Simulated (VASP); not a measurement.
Crystal: AlNi.

```
Ni Al
1.0
     2.88100    0.00000    0.00000
     0.00000    2.88100    0.00000
     0.00000    0.00000    2.88100
Ni Al
1 1
Direct
  0.50000 0.50000 0.50000
  0.00000 0.00000 0.00000
```

```yaml
Program: VASP 6.6.1
Task: relaxation of cell and atoms
Functional: LDA
Potentials_or_basis: VASP PAW LDA potentials, release 64 (Ni, Al)
Cutoff: 600 eV
k_mesh: 8 × 8 × 8
Occupations: fermi-dirac, width 0.05 eV
Spin: collinear spin, ferromagnetic start
Starting_moments: "[1.0, 0.0] μB"
```

At the start: pressure -8.1 GPa; volume 11.96 Å³/atom.

Question: Where does the relaxation end?

Answer: Over 3 steps the energy falls by 15.0 meV/atom and the volume is 11.39 Å³/atom (-4.7 %); space group Pm-3m (No. 221, to 0.05 Å); moment 0.00 μB per cell.

The path:
| step | energy change (eV) | largest force (eV/Å) | pressure (GPa) | volume (Å³) |
| --- | --- | --- | --- | --- |
| 1 | 0.0000 | 0.0000 | -8.07 | 23.91 |
| 2 | -0.0082 | 0.0000 | 8.04 | 21.89 |
| 3 | -0.0300 | 0.0000 | -0.02 | 22.79 |

Final structure:
```
Ni Al
1.0
     2.83498    0.00000    0.00000
     0.00000    2.83498    0.00000
     0.00000    0.00000    2.83498
Ni Al
1 1
Direct
  0.50000 0.50000 0.50000
  0.00000 0.00000 0.00000
```
